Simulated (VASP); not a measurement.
Ag in VASP: convergence with ENCUT

Ag:

```
Ag
1.0
    -1.65011    1.67091    1.66752
     1.62437   -1.67566    1.64652
     1.64983    1.67538   -1.67226
Ag
1
Direct
  0.00524 0.00605 0.00548
```

The cell isn't the ideal one: cell strained at random at fixed volume.

```yaml
Program: VASP 6.6.1
Task: single point
Functional: PBEsol
Potentials_or_basis: VASP PAW PBE potentials, release 64 (Ag)
Cutoff: 200 eV
k_mesh: 8 × 8 × 8
Occupations: methfessel-paxton, width 0.1 eV
Spin: no spin polarisation
```

These are the settings of the first run; the series varies ENCUT, with any setting tied to it.

Hardware: 1 thread of Intel(R) Xeon(R) Platinum 8488C (Sapphire Rapids) (shared host).

Question: The values tried are 200 eV, 250 eV, 300 eV, 350 eV, 400 eV, 450 eV, 500 eV, 600 eV, 800 eV, loosest first. From which on does the energy stay within 1 meV/atom of the tightest run that finished?

Answer: From 400 eV on.

| ENCUT | energy less the tightest run, at zero smearing (meV/atom) | SCF cycles | CPU time (s) | peak memory (GiB) |
| --- | --- | --- | --- | --- |
| 200 eV | 159.18 | 10 | 3.6 | 0.11 |
| 250 eV | -3.01 | 11 | 5 | 0.12 |
| 300 eV | -9.64 | 11 | 5.3 | 0.13 |
| 350 eV | -1.88 | 11 | 11 | 0.13 |
| 400 eV | 0.06 | 11 | 13 | 0.15 |
| 450 eV | 0.20 | 11 | 14 | 0.15 |
| 500 eV | 0.17 | 11 | 16 | 0.16 |
| 600 eV | 0.10 | 11 | 17 | 0.18 |
| 800 eV | 0.00 | 11 | 42 | 0.23 |

The tightest run that finished is the yardstick and may itself not be fully converged.
